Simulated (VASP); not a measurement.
A VASP 6.6.1 single-point calculation on PbSe

INCAR

```
LWAVE = .FALSE.
LASPH = .TRUE.
NSW = 0
AMIX = 0.2
SIGMA = 0.02
ENCUT = 520
LCHARG = .FALSE.
PREC = Accurate
NELM = 120
NBANDS = 17
IBRION = -1
EDIFF = 0.0001
ISIF = 2
ISMEAR = -1
BMIX = 0.0001
GGA = PE
LREAL = .FALSE.
```

KPOINTS

```
KPOINTS created by Atomic Simulation Environment
0
Gamma
6 6 6
0 0 0
```

POSCAR

```
Pb Se
 1.0000000000000000
     0.0328627597000000    3.4232041376000000    3.4232041376000000
     3.4232041376000000    0.0328627597000000    3.4232041376000000
     3.4560668972999999    3.4560668972999999    0.0000000000000000
 Pb  Se
   1   1
Cartesian
  0.0000000000000000  0.0000000000000000  0.0129004145122383
  1.7280334486499997  1.7280334486499997  1.6987016542877618
```

The recommended PBE PAW datasets give the neutral cell 20 valence electrons.

Command

```
mpirun -np 1 vasp_std
```

OSZICAR

```
N       E                     dE             d eps       ncg     rms          rms(c)
DAV:   1     0.160882717875E+03    0.16088E+03   -0.91304E+03  1564   0.110E+03
DAV:   2     0.530523428959E+01   -0.15558E+03   -0.15033E+03  1650   0.287E+02
DAV:   3    -0.793042415234E+01   -0.13236E+02   -0.13130E+02  2002   0.921E+01
DAV:   4    -0.827469858109E+01   -0.34427E+00   -0.34401E+00  1909   0.184E+01
DAV:   5    -0.828625689190E+01   -0.11558E-01   -0.11558E-01  2143   0.312E+00    0.305E+00
DAV:   6    -0.791841988792E+01    0.36784E+00   -0.53933E-01  2344   0.440E+00    0.214E+00
DAV:   7    -0.783118204822E+01    0.87238E-01   -0.54063E-01  2196   0.347E+00    0.139E+00
DAV:   8    -0.784280995496E+01   -0.11628E-01   -0.10249E-01  2091   0.284E+00    0.371E-01
DAV:   9    -0.783501081361E+01    0.77991E-02   -0.26770E-02  2364   0.102E+00    0.995E-02
DAV:  10    -0.783505371828E+01   -0.42905E-04   -0.49321E-03  1669   0.522E-01    0.830E-02
DAV:  11    -0.783513204169E+01   -0.78323E-04   -0.30549E-04  1764   0.149E-01
   1 F= -.78351320E+01 E0= -.78351320E+01  d E =-.356106E-09
```

From OUTCAR

```
k-points           NKPTS =     46   k-points in BZ     NKDIM =     46   number of bands    NBANDS=     17

   NELECT =      20.0000    total number of electrons

   dimension x,y,z NGX =    36 NGY =   36 NGZ =   36
   dimension x,y,z NGXF=    72 NGYF=   72 NGZF=   72

  energy-cutoff  :      520.00
  volume of cell :       80.22
      direct lattice vectors                 reciprocal lattice vectors
     0.032862760  3.423204138  3.423204138    -0.147477774  0.147477774  0.146061988
     3.423204138  0.032862760  3.423204138     0.147477774 -0.147477774  0.146061988
     3.456066897  3.456066897  0.000000000     0.144673126  0.144673126 -0.146061988

 k-points in reciprocal lattice and weights: KPOINTS created by Atomic Simulation Env
   0.00000000  0.00000000  0.00000000       0.005
   0.16666667  0.00000000  0.00000000       0.019
   0.33333333 -0.00000000  0.00000000       0.019
   0.50000000 -0.00000000  0.00000000       0.009
   0.16666667  0.16666667  0.00000000       0.009
   0.33333333  0.16666667  0.00000000       0.019
   0.50000000  0.16666667  0.00000000       0.019
  -0.33333333  0.16666667  0.00000000       0.019
   ...

 E-fermi :   2.6160

 k-point     1 :       0.0000    0.0000    0.0000
  band No.  band energies     occupation
      1     -14.4729      2.00000
      2     -14.4725      2.00000
      3     -14.4716      2.00000
      4     -14.4419      2.00000
      5     -14.4417      2.00000
      6     -10.4348      2.00000
      7      -4.0496      2.00000
      8       0.6940      2.00000
      9       0.7259      2.00000
     10       0.7607      2.00000
     11       4.4164      0.00000
     12       4.4559      0.00000
     13       4.4933      0.00000
     14       7.0535      0.00000
     15      10.5635      0.00000
     16      10.5684      0.00000
     17      11.3857      0.00000

 k-point     2 :       0.1667    0.0000    0.0000
  band No.  band energies     occupation
      1     -14.4795      2.00000
      2     -14.4701      2.00000
      3     -14.4692      2.00000
      4     -14.4418      2.00000
      5     -14.4415      2.00000
      6     -10.3042      2.00000
      7      -4.4314      2.00000
      8       0.5367      2.00000
      9       0.5772      2.00000
     10       0.7147      2.00000
     11       4.4173      0.00000
     12       4.6834      0.00000
     13       4.7213      0.00000
     14       8.1468      0.00000
     15       9.8052      0.00000
     16       9.8716      0.00000
     17      10.7733      0.00000

 k-point     3 :       0.3333   -0.0000    0.0000
  band No.  band energies     occupation
      1     -14.4928      2.00000
      2     -14.4660      2.00000
      3     -14.4654      2.00000
      4     -14.4406      2.00000
      5     -14.4402      2.00000
      6     -10.0048      2.00000
      7      -5.1645      2.00000
      8       0.2724      2.00000
      9       0.3083      2.00000
     10       0.4519      2.00000
     11       5.0683      0.00000
     12       5.0833      0.00000
     13       5.2413      0.00000
     14       8.8122      0.00000
     15       9.8663      0.00000
     16      10.0158      0.00000
     17      11.1910      0.00000

 ...

  Total        0.4753807      0.4753807      0.4710701      0.0586308      0.0000000      0.0000000
  in kB        9.4943173      9.4943173      9.4082259      1.1709758      0.0000000      0.0000000
  external PRESSURE =       9.4656202 kB  Pullay stress =       0.0000000 kB

 POSITION                                       TOTAL-FORCE (eV/Angst)
 -----------------------------------------------------------------------------------
      3.45607      3.45607      0.01290        -0.000000     -0.000000      0.001113
      1.72803      1.72803      1.69870         0.000000      0.000000     -0.001113
 -----------------------------------------------------------------------------------
    total drift:                                0.000000      0.000000     -0.000760

  FREE ENERGIE OF THE ION-ELECTRON SYSTEM (eV)
  ---------------------------------------------------
  free  energy   TOTEN  =        -7.8351320417 eV

  energy  without entropy=       -7.8351320413  energy(sigma->0) =       -7.83513204
```

It converged. Results: gap between bands v and c on the k mesh 0.74 eV; least direct gap on the k mesh 1.14 eV; pressure 0.9 GPa. Band v is the last that the valence electrons fill when counted band by band, and c is the next.

For comparison, a separate PBE run of the intended cell, on usual settings and not on those above, gives a gap of 0.75 eV on its mesh and a pressure of 0.7 GPa.

The run above took about 18 s on one core of a shared host (Intel Xeon 6975P-C) and held 0.24 GiB at most.
